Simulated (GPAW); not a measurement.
Crystal: KI.

```
CELL_PARAMETERS angstrom
4.29120 0.00000 0.00000
0.00000 4.29120 0.00000
0.00000 0.00000 4.29120
ATOMIC_POSITIONS crystal
I 0.50000 0.50000 0.50000
K 0.00000 0.00000 0.00000
```

Measurements of this composition are mostly on another form, of space group No. 225.

Base run:

- Program: GPAW 26.7.0
- Functional: PBE
- Dispersion: D4
- Potentials or basis: GPAW PAW data sets (gpaw-data 1.2.1)
- Cutoff: 600 eV
- Basis: pw
- k mesh: 6 × 6 × 6
- Occupations: fermi-dirac, width 0.05 eV
- Spin: no spin polarisation

Its results: band gap on the k mesh 3.34 eV, indirect (least direct gap 3.70 eV); pressure -0.3 GPa.

**Question.** The run is repeated on the same cell with these changes: dispersion from D4 to none; occupations from fermi-dirac, width 0.05 eV to gaussian, width 0.05 eV. What comes out?

**Answer.** Band gap on the k mesh 3.34 eV, indirect (least direct gap 3.70 eV); pressure 0.5 GPa.

Caveats: spin-orbit coupling is left out, which moves the levels of the heavy elements.

A k mesh can miss the band edges.
